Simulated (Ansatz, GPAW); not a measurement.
# Geometry or basis: what sets the conductance of hydroquinonedithiol between two Pt chains, part 3 of 4

Aim: the conductance of hydroquinonedithiol between two Pt chains after relaxation, and whether geometry, basis or functional moves it most.

GPAW 26.7.0 and Ansatz 0.2.0; Ansatz plane waves; relaxation of the junction with the lead ends held (the session's first sound run).

So far, transmission at the Fermi level (one spin): step 3 (plane waves, PBE) 0.335.

## (4) GPAW, dzp

Localised orbitals split the wire into layers that couple to their neighbours alone, which is what the Green's function method needs; double zeta with polarisation is the usual level for numbers.

This step: GPAW LCAO, PAW setups; Landauer transmission from Green's functions with principal layers (ASE), zero bias (GPAW 26.7.0).

run.py

```python
import json
import numpy as np
from ase import Atoms
from ase.transport.calculators import TransportCalculator
from gpaw import GPAW, FermiDirac
from gpaw.lcao.tools import get_lcao_hamiltonian
from scipy.linalg import eigh

# The junction with lead layers at both ends, along the third cell vector
device = Atoms(
    ['Pt', 'Pt', 'Pt', 'Pt', 'Pt', 'Pt', 'Pt', 'Pt', 'S', 'H', 'C', 'C', 'H', 'O', 'C', 'C', 'O', 'H', 'C', 'C', 'H', 'S', 'Pt', 'Pt', 'Pt', 'Pt', 'Pt', 'Pt', 'Pt', 'Pt'],
    positions=[
        [6.26870, 4.50000, 1.20000],
        [6.26870, 4.50000, 3.60000],
        [6.26870, 4.50000, 6.00000],
        [6.26870, 4.50000, 8.40000],
        [6.26870, 4.50000, 10.80000],
        [6.26870, 4.50000, 13.20000],
        [5.20828, 4.64932, 15.34542],
        [5.99955, 4.55085, 17.64460],
        [5.03001, 4.58420, 19.61311],
        [7.90537, 4.56367, 20.63879],
        [5.80188, 4.58179, 21.16969],
        [7.18080, 4.57078, 21.45231],
        [3.37097, 4.60761, 21.15579],
        [3.54767, 4.60437, 22.12390],
        [4.88256, 4.59136, 22.30464],
        [7.65271, 4.56995, 22.75813],
        [8.98769, 4.56192, 22.93899],
        [9.16436, 4.56292, 23.90713],
        [5.35450, 4.58585, 23.61047],
        [6.73343, 4.57540, 23.89297],
        [4.62975, 4.59097, 24.42392],
        [7.50551, 4.56510, 25.44945],
        [6.53813, 4.54620, 27.41892],
        [7.32309, 4.66817, 29.71928],
        [6.26870, 4.50000, 31.86692],
        [6.26870, 4.50000, 34.26692],
        [6.26870, 4.50000, 36.66692],
        [6.26870, 4.50000, 39.06692],
        [6.26870, 4.50000, 41.46692],
        [6.26870, 4.50000, 43.86692]],
    cell=[[12.53741, 0.0, 0.0], [0.0, 9.0, 0.0], [0.0, 0.0, 45.06692]],
    pbc=True)

# One principal layer of the lead: the first 5 atoms of the device
lead = Atoms(
    ['Pt', 'Pt', 'Pt', 'Pt', 'Pt'],
    positions=[
        [6.26870, 4.50000, 1.20000],
        [6.26870, 4.50000, 3.60000],
        [6.26870, 4.50000, 6.00000],
        [6.26870, 4.50000, 8.40000],
        [6.26870, 4.50000, 10.80000]],
    cell=[[12.53741, 0.0, 0.0], [0.0, 9.0, 0.0], [0.0, 0.0, 12.0]],
    pbc=True)

settings = dict(mode='lcao', basis='dzp', xc='PBE', h=0.18,
                occupations=FermiDirac(0.1), maxiter=250,
                mixer=dict(beta=0.1, nmaxold=8, weight=100.0),
                convergence=dict(density=0.0001))
energies = np.arange(-2, 2 + 1e-9, 0.025)
eta = 0.0001
n1, n2 = 1, 1
# k and -k transmit alike, so half of the mesh across the current serves
mesh = [(i, j) for i in range(n1) for j in range(n2) if (i, j) <= (-i % n1, -j % n2)]
weights = np.array([1 if (i, j) == (-i % n1, -j % n2) else 2 for i, j in mesh]) / (n1 * n2)


def ground_state(atoms, size, txt):
    atoms.calc = GPAW(kpts={'size': size, 'gamma': True}, symmetry={'tolerance': 1e-3}, txt=txt, **settings)
    atoms.get_potential_energy()
    return atoms.calc.get_fermi_level()


def blocks(atoms, fermi, points, nz, cells):
    """H - E_F S and S between cell 0 and the cells above it, at each point across the current."""
    kz = np.arange(nz) / nz
    calc = atoms.calc.fixed_density(kpts=[(*k, z) for k in points for z in kz], symmetry='off', txt=None)
    H, S = get_lcao_hamiltonian(calc)
    H = (H - fermi * S).reshape(len(H), len(points), nz, *S.shape[1:])
    S = S.reshape(H.shape[1:])
    phases = [np.exp(-2j * np.pi * kz * R) / nz for R in cells]
    return [(np.einsum('skzij,z->ksij', H, p), np.einsum('kzij,z->kij', S, p)) for p in phases]


def pair(a, b):
    return np.block([[a, b], [b.T.conj(), a]])


def count_channels(h, s, cells, nk=240):
    """Half the number of times that the lead's bands cross each energy, unfolded to its shortest repeat."""
    b = len(h) // cells
    bands = []
    for k in (np.arange(nk + 1) + 0.5) / nk:
        hk, sk = h[:b, :b].copy(), s[:b, :b].copy()
        for R in range(1, cells):
            phase, block = np.exp(2j * np.pi * k * R), slice(R * b, (R + 1) * b)
            hk += h[:b, block] * phase + (h[:b, block] * phase).T.conj()
            sk += s[:b, block] * phase + (s[:b, block] * phase).T.conj()
        w, u = eigh(sk)
        x = u[:, w > 1e-5] / w[w > 1e-5]**0.5  # drop near-dependent combinations
        bands.append(np.r_[eigh(x.T.conj() @ hk @ x, eigvals_only=True), [1e9] * (w <= 1e-5).sum()])
    below = np.array(bands)[:, :, None] < energies
    return (below[1:] != below[:-1]).sum((0, 1)) / 2


fermi_lead = ground_state(lead, (1, 1, 10), 'lead.txt')
fermi_device = ground_state(device, (1, 1, 2), 'device.txt')
T, channels, eigen, tail, misfit, shifts = [], [], [], 0.0, 0.0, []
for first in range(0, len(mesh), 123):
    points = [(i / n1, j / n2) for i, j in mesh[first:first + 123]]
    (H0k, S0k), (H1k, S1k), (H2k, _) = blocks(lead, fermi_lead, points, 5, range(3))
    [(Hk, Sk)] = blocks(device, fermi_device, points, 2, [0])
    tail = max(tail, abs(H2k).max())
    for H0, S0, H1, S1, H, S in zip(H0k, S0k, H1k, S1k, Hk, Sk):
        n = len(S0)
        # Shift the lead onto the potential of the device's first layer
        shift = ((H[:, 0, 0] - H0[:, 0, 0]) / S0[0, 0]).real.mean()
        shifts.append(shift)
        misfit = max(misfit, abs(H[:, :n, :n] - H0 - shift * S0).max())
        Tk, Ck, Ek = [], [], []
        for s in range(len(H)):
            t = s % len(H0)  # a lead without moments serves both spins
            h1, s1 = pair(H0[t] + shift * S0, H1[t] + shift * S1), pair(S0, S1)
            leads = dict(h1=h1, s1=s1, energies=energies, eta=eta, eta1=eta, eta2=eta)
            calc = TransportCalculator(h=H[s], s=S, eigenchannels=3, **leads)
            Tk.append(calc.get_transmission())
            Ek.append(np.sort(calc.eigenchannels_ne, axis=0)[::-1])
            Ck.append(count_channels(h1, s1, 10))
        T.append(Tk)
        channels.append(Ck)
        eigen.append(Ek)
T, channels = np.array(T), np.array(channels)
mean, open_channels = np.einsum('kse,k->se', T, weights), np.einsum('kse,k->se', channels, weights)

print(f'basis functions: device {len(S)}, principal layer {n}')
print(f'Fermi level: lead {fermi_lead:.4f} eV, device {fermi_device:.4f} eV; lead shifted by {np.mean(shifts):.4f} eV')
print(f'largest coupling past the next layer {tail:.2e} eV, largest misfit of the first layer {misfit:.3f} eV')
print('  E-E_F (eV)   ' + 'T (one spin)  channels')
for e, t, c in zip(energies, mean.T, open_channels.T):
    print(f'{e:10.3f}  ', *[f'{x:11.4e}' for x in t], *[f'{x:9.4f}' for x in c])

kT = 8.617333e-5 * 300
fine = np.linspace(energies[0], energies[-1], 4001)
both = np.exp(np.interp(fine, energies, np.log(np.maximum(mean.sum(0) * 2 / len(mean), 1e-30))))
fermi = lambda mu: 1 / (1 + np.exp(np.clip((fine - mu) / kT, -200, 200)))
slope = fermi(0) * (1 - fermi(0)) / kT
G = np.trapezoid(both * slope, fine) / 2
seebeck = -np.trapezoid(both * slope * fine, fine) / (2 * G * 300) * 1e6
print(f'conductance at 300 K: {G:.5g} G0 a cell; thermopower {seebeck:.4g} uV/K')
bias = [0.1, 0.2, 0.5, 1.0, 1.5, 2.0]
current = [38.74 * np.trapezoid(both * (fermi(V / 2) - fermi(-V / 2)), fine) for V in bias]
for V, I in zip(bias, current):
    print(f'current from the zero-bias T(E) at {V} V: {I:.5g} uA')
zero = abs(energies).argmin()
json.dump(dict(energies=energies.tolist(), T=mean.tolist(), channels=open_channels.tolist(), G=G, seebeck=seebeck,
               bias=bias, current=current, tail=tail, misfit=misfit, shift=np.mean(shifts), n_device=len(S), n_lead=n,
               fermi=[fermi_lead, fermi_device], energy=device.get_potential_energy(),
               moments=device.get_magnetic_moments().tolist(), mesh=mesh, weights=weights.tolist(),
               T_k=T[:, :, zero].tolist(), eigen=np.array(eigen[0]).tolist()), open('result.json', 'w'))
```

On the command line:

```bash
OMP_NUM_THREADS=1 OPENBLAS_NUM_THREADS=1 python run.py
```

The program printed:

```text
basis functions: device 582, principal layer 135
Fermi level: lead -4.9170 eV, device -4.5852 eV; lead shifted by 0.0023 eV
largest coupling past the next layer 8.09e-06 eV, largest misfit of the first layer 0.138 eV
  E-E_F (eV)   T (one spin)  [channel counts left out]
    -2.000    8.6459e-01
    -1.975    8.6115e-01
    -1.950    8.5849e-01
    -1.925    8.5642e-01
    -1.900    8.5471e-01
    -1.875    8.5316e-01
    -1.850    8.5154e-01
    -1.825    8.4963e-01
    -1.800    8.4720e-01
    -1.775    8.4403e-01
    -1.750    8.3992e-01
    -1.725    8.3461e-01
    -1.700    8.2779e-01
    -1.675    8.1892e-01
    -1.650    8.0705e-01
    -1.625    7.9070e-01
[...]
1.825    2.2020e-04
     1.850    2.1277e-04
     1.875    2.0514e-04
     1.900    1.9726e-04
     1.925    1.8908e-04
     1.950    1.8055e-04
     1.975    1.7159e-04
     2.000    1.6216e-04
conductance at 300 K: 0.34061 G0 a cell; thermopower 63.39 uV/K
current from the zero-bias T(E) at 0.1 V: 2.7366 uA
current from the zero-bias T(E) at 0.2 V: 5.9782 uA
current from the zero-bias T(E) at 0.5 V: 18.284 uA
current from the zero-bias T(E) at 1.0 V: 42.161 uA
current from the zero-bias T(E) at 1.5 V: 60.814 uA
current from the zero-bias T(E) at 2.0 V: 64.185 uA
```

Run time: 14 min. Hardware: 1 thread of Arm Neoverse N1, shared host; peak memory 2.9 GiB.

This step gave:

```yaml
conductance: 0.3406 G₀
thermopower: 63.39 μV/K
largest_coupling_past_the_next_principal_layer: 8.09e-6 eV
largest_misfit_of_the_first_principal_layer: 0.1377 eV
shift_that_aligns_the_lead: 0.002310 eV
basis_functions_of_the_junction: 582
basis_functions_of_a_principal_layer: 135
transmission_at_the_fermi_level_one_spin: 0.3031
```

One spin. The transmission, zone mean by energy, zero at the Fermi level:

energy (eV), transmission, zone mean and a bar:
```
   -2.000       0.86 ##########################
   -1.900       0.85 ##########################
   -1.800       0.85 #########################
   -1.700       0.83 #########################
   -1.600       0.77 #######################
   -1.500       0.65 ###################
   -1.400       0.45 ##############
   -1.300       0.26 ########
   -1.200       0.09 ###
   -1.100       0.05 ##
   -1.000       0.11 ###
   -0.900       0.08 ##
   -0.800       0.07 ##
   -0.725       1.00 ##############################
   -0.700       0.96 #############################
   -0.600       0.86 ##########################
   -0.500       1.00 ##############################
   -0.400       0.75 ######################
   -0.300       0.83 #########################
   -0.250       1.00 ##############################
   -0.200       0.98 #############################
   -0.100       0.80 ########################
    0.000       0.30 #########
    0.100       0.16 #####
    0.200       0.13 ####
    0.300       0.16 #####
    0.400       0.47 ##############
    0.450       0.99 ##############################
    0.500       0.38 ###########
    0.600       0.03 #
    0.700       0.01 
    0.800       0.00 
    0.900       0.00 
    1.000       0.00 
    1.100       0.00 
    1.200       0.00 
    1.300       0.00 
    1.400       0.00 
    1.500       0.00 
    1.600       0.00 
    1.700       0.00 
    1.800       0.00 
    1.900       0.00 
    2.000       0.00
```

Not self-consistent under bias; the bias window is split evenly. Current through one cell, from the zero-bias transmission against bias:

```csv
bias (V),"current through one cell, from the zero-bias transmission (μA)"
0.100,2.74
0.200,5.98
0.500,18.3
1.000,42.2
1.500,60.8
2.000,64.2
```

Table of transmission of the three most open eigenchannels by energy, zero at the Fermi level:

```csv
energy (eV),channel 1,channel 2,channel 3
-2.000,0.858,0.00595,2.5e-4
-1.900,0.849,0.00507,6.8e-4
-1.800,0.841,0.00434,0.00220
-1.700,0.816,0.00801,0.00354
-1.600,0.753,0.0123,0.00310
-1.500,0.635,0.00781,0.00392
-1.400,0.446,0.00638,0.00289
-1.300,0.255,0.00701,6.2e-4
-1.200,0.0802,0.00852,3.9e-4
-1.100,0.0320,0.0217,4.0e-4
-1.000,0.0910,0.0223,4.2e-4
-0.900,0.0569,0.0228,8.4e-4
-0.800,0.0522,0.0156,0.00133
-0.700,0.953,0.00640,0.00162
-0.600,0.852,0.00341,0.00190
-0.500,0.994,0.00200,0.00189
-0.400,0.743,0.00161,0.00150
-0.300,0.825,0.00239,0.00135
-0.200,0.976,0.00125,0.00118
-0.100,0.794,0.00147,9.3e-5
0.000,0.301,0.00173,2.5e-5
0.100,0.155,0.00193,9.8e-6
0.200,0.125,0.00206,3.4e-6
0.300,0.160,0.00196,7.6e-7
0.400,0.469,0.00227,3.3e-7
0.500,0.374,0.00270,1.4e-7
0.600,0.0312,0.00310,5.4e-8
0.700,0.00507,0.00177,9.9e-9
0.800,0.00173,4.4e-12,0
0.900,0.00108,0,0
1.000,7.8e-4,0,0
1.100,6.1e-4,0,0
1.200,5.0e-4,0,0
1.300,4.2e-4,0,0
1.400,3.6e-4,0,0
1.500,3.2e-4,0,0
1.600,2.9e-4,1.0e-12,0
1.700,2.6e-4,1.1e-12,0
1.800,2.3e-4,1.2e-12,0
1.900,2.0e-4,1.3e-12,0
2.000,1.6e-4,1.3e-12,0
```

At the Fermi level T is 0.303 against 0.335 in plane waves. Couplings past the next layer reach 8.1e-6 eV, small enough to drop; the matrix elements of the cell's first layer differ from the bulk lead's by up to 0.14 eV. That layer keeps its own values in the calculation, and only beyond it is the lead taken as perfect. The Fermi levels of lead and junction count from different zeros of potential, one for each periodic cell; with both set to zero, the small remaining shift is what aligns them. Without spin-orbit coupling, which is large for these atoms, channel counts and T are those of the scalar-relativistic bands. By hand: G = 0.3406 × 77.48 μS = 26.4 μS, a resistance of 37.9 kΩ; at 0.1 V a linear junction would pass 2.64 μA, and the integral over the bias window gives 2.74 μA. Mott's formula, S = -(π²/3)(k_B²T/e) d ln T/dE, has the prefactor 7.33 μV/K·eV at 300 K; T = 0.3839 at -0.025 eV and 0.2459 at 0.025 eV give a slope of -8.91 per eV and S = 65.3 μV/K, beside 63.4 μV/K from the thermal integral, which interpolates the same grid.

## (5) Single-zeta polarised basis

One radial function a shell plus polarisation makes the matrices smaller; the question is what that costs.

run.py, as its differences from that of step 4:

```diff
@@ -57,3 +57,3 @@
 
-settings = dict(mode='lcao', basis='dzp', xc='PBE', h=0.18,
+settings = dict(mode='lcao', basis='szp(dzp)', xc='PBE', h=0.18,
                 occupations=FermiDirac(0.1), maxiter=250,
```

The program printed:

```text
basis functions: device 346, principal layer 75
Fermi level: lead -5.0446 eV, device -4.8393 eV; lead shifted by 0.0018 eV
largest coupling past the next layer 8.13e-06 eV, largest misfit of the first layer 0.146 eV
  E-E_F (eV)   T (one spin)  [channel counts left out]
    -2.000    6.4950e-01
    -1.975    6.4394e-01
    -1.950    6.3865e-01
[...]
1.975    2.0037e-04
     2.000    1.9379e-04
conductance at 300 K: 0.28876 G0 a cell; thermopower 59.85 uV/K
current from the zero-bias T(E) at 0.1 V: 2.3267 uA
current from the zero-bias T(E) at 0.2 V: 5.1525 uA
current from the zero-bias T(E) at 0.5 V: 17.32 uA
current from the zero-bias T(E) at 1.0 V: 41.427 uA
current from the zero-bias T(E) at 1.5 V: 56.998 uA
current from the zero-bias T(E) at 2.0 V: 67.136 uA
```

Run time: 8.6 min. Hardware: 1 thread; peak memory 2.8 GiB.

Numbers from this step:

```yaml
conductance: 0.2888 G₀
thermopower: 59.85 μV/K
largest_coupling_past_the_next_principal_layer: 8.13e-6 eV
largest_misfit_of_the_first_principal_layer: 0.1459 eV
shift_that_aligns_the_lead: 0.001759 eV
basis_functions_of_the_junction: 346
basis_functions_of_a_principal_layer: 75
transmission_at_the_fermi_level_one_spin: 0.2566
```

The conductance, 0.289 G₀, lies 15 % below that of the dzp run.

## (6) Minimal basis

One function for each valence shell of the setup, as for a first survey of a large system.

run.py, as its differences from that of step 5:

```diff
@@ -57,3 +57,3 @@
 
-settings = dict(mode='lcao', basis='szp(dzp)', xc='PBE', h=0.18,
+settings = dict(mode='lcao', basis='sz(dzp)', xc='PBE', h=0.18,
                 occupations=FermiDirac(0.1), maxiter=250,
```

The program printed:

```text
basis functions: device 236, principal layer 60
Fermi level: lead -5.0658 eV, device -4.9083 eV; lead shifted by 0.0040 eV
largest coupling past the next layer 8.11e-06 eV, largest misfit of the first layer 0.056 eV
  E-E_F (eV)   T (one spin)  [channel counts left out]
    -2.000    5.6421e-01
    -1.975    5.5794e-01
    -1.950    5.5125e-01
[...]
1.975    8.3127e-05
     2.000    7.8903e-05
conductance at 300 K: 0.31142 G0 a cell; thermopower 54.09 uV/K
current from the zero-bias T(E) at 0.1 V: 2.5104 uA
current from the zero-bias T(E) at 0.2 V: 5.5647 uA
current from the zero-bias T(E) at 0.5 V: 19.404 uA
current from the zero-bias T(E) at 1.0 V: 42.886 uA
current from the zero-bias T(E) at 1.5 V: 51.534 uA
current from the zero-bias T(E) at 2.0 V: 59.383 uA
```

Wall time 6.1 min (1 thread); peak memory 2.7 GiB.

This step gave:

- conductance: 0.3114 G₀
- thermopower: 54.09 μV/K
- largest coupling past the next principal layer: 8.11e-6 eV
- largest misfit of the first principal layer: 0.05606 eV
- shift that aligns the lead: 0.003974 eV
- basis functions of the junction: 236
- basis functions of a principal layer: 60
- transmission at the Fermi level (one spin): 0.2762

One spin. The transmission, zone mean by energy, zero at the Fermi level:

energy (eV), transmission, zone mean and a bar:
```
   -2.000      0.564 #################
   -1.900      0.536 ################
   -1.800      0.491 ###############
   -1.700      0.423 #############
   -1.600      0.329 ##########
   -1.500      0.217 #######
   -1.400      0.117 ####
   -1.300      0.048 #
   -1.200      0.008 
   -1.100      0.003 
   -1.000      0.019 #
   -0.900      0.449 #############
   -0.875      0.967 #############################
   -0.800      0.467 ##############
   -0.700      0.297 #########
   -0.600      0.375 ###########
   -0.500      0.834 #########################
   -0.450      0.996 ##############################
   -0.400      0.886 ###########################
   -0.300      0.862 ##########################
   -0.250      0.998 ##############################
   -0.200      0.991 ##############################
   -0.100      0.697 #####################
    0.000      0.276 ########
    0.100      0.188 ######
    0.200      0.263 ########
    0.300      0.979 #############################
    0.400      0.103 ###
    0.500      0.015 
    0.600      0.004 
    0.700      0.002 
    0.800      0.001 
    0.900      0.001 
    1.000      0.000 
    1.100      0.000 
    1.200      0.000 
    1.300      0.000 
    1.400      0.000 
    1.500      0.000 
    1.600      0.000 
    1.700      0.000 
    1.800      0.000 
    1.900      0.000 
    2.000      0.000
```

The conductance, 0.311 G₀, lies 8.6 % below that of the dzp run.

## (7) revPBE in the dzp basis: xc = "revPBE"

Back in the dzp basis, the functional changes from PBE to revPBE, to set the spread between functionals beside that between bases.

run.py, as its differences from that of step 6:

```diff
@@ -57,3 +57,3 @@
 
-settings = dict(mode='lcao', basis='sz(dzp)', xc='PBE', h=0.18,
+settings = dict(mode='lcao', basis='dzp', xc='revPBE', h=0.18,
                 occupations=FermiDirac(0.1), maxiter=250,
```

The program printed:

```text
basis functions: device 582, principal layer 135
Fermi level: lead -4.8198 eV, device -4.4916 eV; lead shifted by 0.0021 eV
largest coupling past the next layer 8.03e-06 eV, largest misfit of the first layer 0.140 eV
  E-E_F (eV)   T (one spin)  [channel counts left out]
    -2.000    8.6566e-01
    -1.975    8.6209e-01
    -1.950    8.5925e-01
[...]
1.975    1.7409e-04
     2.000    1.6555e-04
conductance at 300 K: 0.34123 G0 a cell; thermopower 61.99 uV/K
current from the zero-bias T(E) at 0.1 V: 2.7386 uA
current from the zero-bias T(E) at 0.2 V: 5.9714 uA
current from the zero-bias T(E) at 0.5 V: 18.335 uA
current from the zero-bias T(E) at 1.0 V: 42.384 uA
current from the zero-bias T(E) at 1.5 V: 61.256 uA
current from the zero-bias T(E) at 2.0 V: 64.961 uA
```

It took 13 min on 1 thread; peak memory 2.9 GiB.

This step gave:

```yaml
conductance: 0.3412 G₀
thermopower: 61.99 μV/K
largest_coupling_past_the_next_principal_layer: 8.03e-6 eV
largest_misfit_of_the_first_principal_layer: 0.1400 eV
shift_that_aligns_the_lead: 0.002054 eV
basis_functions_of_the_junction: 582
basis_functions_of_a_principal_layer: 135
transmission_at_the_fermi_level_one_spin: 0.3050
```

The conductance equals that of the dzp run to 0.2 %.

(Part 3 of 4 ends here.)

[Logs are printed without paths, hosts, clocks, repeated set-up lines and the standing remarks that a program may print on its own settings, such as how far it seeks lower states.]

[Hosts, paths, dates, database ids (printed as entryN), source tags and the programs' standing remarks are cut or masked in the printed files.]
